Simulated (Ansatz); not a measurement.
**Ti (P6_3/mmc)**

Theory: DFT r2SCAN, scalar-relativistic, plane waves, PAW (Ansatz).

Plane waves to 500 eV, a k mesh through Γ of 18×18×10 on the computed 2-atom cell and Gaussian smearing (0.10 eV); no spin polarisation.

The structure is relaxed at this level of theory with its symmetry kept.

```
Ti
1.0
     2.93519    0.00000    0.00000
    -1.46759    2.54195    0.00000
     0.00000    0.00000    4.63805
Ti
2
Direct
  0.33333 0.66667 0.25000
  0.66667 0.33333 0.75000
```

| Quantity | Value |
| --- | --- |
| Space group | P6_3/mmc (No. 194) |
| Volume per atom | 17.30 Å³ |
| Formation energy from the elements' standard states (uncorrected) | 0.000 eV/atom |
| Generalised Kohn–Sham band gap | none (metal) |
| Density of states at the Fermi level | 1.52 states/eV per cell |
| Löwdin character within 0.5 eV of the Fermi level | Ti 3d 91 %, unprojected 5 % |
| Bulk modulus | 117 GPa |
| Its pressure derivative | 3.5 |